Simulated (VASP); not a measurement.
From VASP inputs to Ansatz: ZnSe (strained zincblende)

INCAR

```
SIGMA = 0.02
NELM = 120
NBANDS = 16
LASPH = .TRUE.
ISIF = 2
EDIFF = 1E-7
ISMEAR = -1
NSW = 0
LCHARG = .FALSE.
LREAL = .FALSE.
LWAVE = .FALSE.
GGA = PE
PREC = Accurate
ENCUT = 520
IBRION = -1
```

KPOINTS

```
KPOINTS created by Atomic Simulation Environment
0
Gamma
8 8 8
0 0 0
```

KPOINTS_OPT

```
special points
6
Reciprocal
0.0000000000 0.0000000000 0.0000000000 1
-0.5000000000 -0.5000000000 0.0000000000 1
-0.3750000000 -0.3750000000 0.2500000000 1
-0.3750000000 0.0000000000 0.3750000000 1
0.0000000000 0.0000000000 0.5000000000 1
-0.5000000000 -0.2500000000 0.2500000000 1
```

POSCAR

```
Zn Se
 1.0000000000000000
     0.0000000000000000    2.8040964774999999    2.8658848607000000
     2.8040964774999999    0.0000000000000000    2.8658848607000000
     2.8040964774999999    2.8040964774999999    0.0000000000000000
 Zn  Se
   1   1
Cartesian
  0.0000000000000000  0.0000000000000000  0.0000000000000000
  1.4020482387500000  1.4020482387500000  1.4329424303500000
```

VASP ran with the recommended PBE PAW datasets (18 valence electrons in the cell).

Question: Write an Ansatz input for this cell and level of theory.

Answer: 

```yaml
crystal:
  lattice:
    - [0.0, 2.8040964775, 2.8658848607]
    - [2.8040964775, 0.0, 2.8658848607]
    - [2.8040964775, 2.8040964775, 0.0]
  atoms:
    - { symbol: Zn, position: [0.0, 0.0, 0.0] }
    - { symbol: Se, position: [0.25, 0.25, 0.25] }
kpoints:
  mp_grid: { grid: [8, 8, 8] }
  band_path:
    path:
      - [0.0, 0.0, 0.0]
      - [-0.5, -0.5, 0.0]
      - [-0.375, -0.375, 0.25]
      - [-0.375, 0.0, 0.375]
      - [0.0, 0.0, 0.5]
      - [-0.5, -0.25, 0.25]
    npoints: 1
hamiltonian:
  xc: pbe
scf:
  occupations: { method: fermi_dirac, width: 0.02 }
  n_extra_bands: 4
output:
  forces: true
  stress: true
  eigenvalues: true
```

Other inputs would serve too.

|  | VASP | Ansatz |
| --- | --- | --- |
| gap between bands v and c | 1.30 eV | 1.30 eV |
| least direct gap | 1.30 eV | 1.30 eV |
| pressure | 3.0 GPa | 2.8 GPa |

The two codes use different PAW datasets and cutoffs. VASP's cell holds 18 valence electrons and Ansatz's 28. Ansatz's stress includes a Pulay correction; VASP's doesn't.
